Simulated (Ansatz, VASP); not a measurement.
Given: the input of a run of VASP 6.6.1 on PbS (Galena).

Contents of INCAR:

```
SYSTEM = PbS
  PREC = Accurate
  ENCUT = 600
  EDIFF = 1E-6
  ISMEAR = -1
  SIGMA = 0.05
  LREAL = .FALSE.
  LASPH = .TRUE.
  NELM = 80
  ALGO = Normal
  ISIF = 3
  LWAVE = .FALSE.
  LCHARG = .FALSE.
  GGA = PE
  IVDW = 12
  IBRION = 2
  NSW = 80
  EDIFFG = -0.02
```

The input KPOINTS:

```
Automatic mesh
0
G
  8 8 8
  0 0 0
```

The input POSCAR:

```
PbS
1.0
    0.0000000000      2.9657500000      2.9657500000
    2.9657500000      0.0000000000      2.9657500000
    2.9657500000      2.9657500000      0.0000000000
Pb S
1 1
Direct
    0.0000000000      0.0000000000      0.0000000000
    0.5000000000      0.5000000000      0.5000000000
```

Potentials or basis: VASP PAW PBE potentials, release 64 (Pb_d, S).

The run is started by

```console
$ cat potpaw_PBE.64/Pb_d/POTCAR potpaw_PBE.64/S/POTCAR > POTCAR
$ mpirun -np 1 vasp_std > vasp.out
```

Question: Translate it to Ansatz 0.2.0. Potentials there: all-electron LAPW, scalar-relativistic.

Answer: As run (the cutoff follows the program's own potentials):

File input.yaml:

```yaml
crystal:
  lattice:
    - [0.0, 2.96575, 2.96575]
    - [2.96575, 0.0, 2.96575]
    - [2.96575, 2.96575, 0.0]
  atoms:
    - { symbol: Pb, position: [0.0, 0.0, 0.0] }
    - { symbol: S, position: [0.5, 0.5, 0.5] }
kpoints:
  mp_grid: { grid: [8, 8, 8] }
scf:
  occupations: { method: fermi_dirac, width: 0.05 }
hamiltonian:
  xc: pbe
  dispersion: d3bj
  pseudopotentials: { kind: all_electron, lapw: { basis_error: 0.001 } }
output:
  forces: true
  stress: true
relax:
  f_tol: 0.02
  max_steps: 60
  cell: {}
```

Potentials or basis: all-electron LAPW, scalar-relativistic.

The run is started by

```console
$ ansatz run input.yaml --threads 1 --pin off --max-ram 3072MiB --backend cpu --events-out ev --progress --plain --runs-dir out
```

Both were run:

|  | VASP | Ansatz | Ansatz less VASP |
| --- | --- | --- | --- |
| relaxed volume (Å³/atom) | 26.09 | 26.14 | +0.055 |
| relaxed cell length with the largest relative difference (Å) | 4.194 | 4.197 | +0.0030 |

Ansatz ran all-electron here, so the differences hold the error of VASP's frozen core and of both bases.

Caveats: the relaxation stopped at its first step, so nothing moved (VASP).
